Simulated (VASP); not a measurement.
Wanted: the native input for a VASP 6.6.1 run.

| Quantity | Value |
| --- | --- |
| Task | relaxation of shape and atoms at fixed volume |
| Functional | PBE |
| Potentials or basis | VASP PAW PBE potentials, release 64 (Hf, S) |
| Cutoff | 300 eV |
| k mesh | 5 × 5 × 3 |
| Occupations | gaussian, width 0.03 eV |
| Spin | no spin polarisation |
| Further INCAR settings | ALGO = Fast; EDIFF = 1e-07; IBRION = 2; EDIFFG = -0.01; NSW = 40; ISIF = 4 |

The structure of HfS2 lies in POSCAR:

```
HfS2                                    
1.0
    3.5915958936     -0.0000000000      0.0000000000
   -1.7957979468      3.1104132840     -0.0000000000
   -0.0000000000     -0.0000000000      6.2993154235
  Hf              S             
     1     2
Direct
     0.0000000000000000    0.0000000000000000    0.0000000000000000
     0.6666666699999979    0.3333333300000021    0.7744047078610247
     0.3333333300000021    0.6666666699999979    0.2255952921389753
```

The cell is a database's computed one.

The cell isn't the ideal one: a relaxed cell with its volume scaled by 0.96.

These files were run (other wordings do the same):

INCAR

```
ALGO = Fast
EDIFF = 1E-7
EDIFFG = -0.01
ENCUT = 300
GGA = PE
IBRION = 2
ISIF = 4
ISMEAR = 0
LASPH = T
LCHARG = F
LREAL = F
LWAVE = F
NELM = 80
NSW = 40
PREC = Accurate
SIGMA = 0.03
```

KPOINTS

```
k-points
0
Gamma
  5 5 3
```

Potentials or basis: VASP PAW PBE potentials, release 64 (Hf, S).

The run is started by

```console
$ cat potpaw_PBE.64/Hf/POTCAR potpaw_PBE.64/S/POTCAR > POTCAR
$ mpirun -np 1 vasp_std > vasp.out
```

It gave:

| Quantity | Value |
| --- | --- |
| Energy gained by relaxing | 10.9 meV/atom |
| Ionic steps | 6 |
| Pressure after relaxing | 0.4 GPa |
| Largest force after relaxing | 0.009 eV/Å |
| Band gap on the k mesh | 1.23 eV, indirect (least direct gap 1.99 eV) |

Caveat: the cutoff is under 1.25 times the usual one of these potentials, so pressure, stress and relaxed cells hold a basis-set (Pulay) error; spin-orbit coupling is left out, which moves the levels of the heavy elements; an odd mesh through Γ misses points on the zone boundary, where band edges often lie; this functional lacks dispersion, which binds the layers, so the pressure and a relaxed spacing across them are unreliable.

It took 20 s on 1 thread of Intel(R) Xeon(R) Platinum 8488C (Sapphire Rapids), on a shared host, peak memory 0.13 GiB.
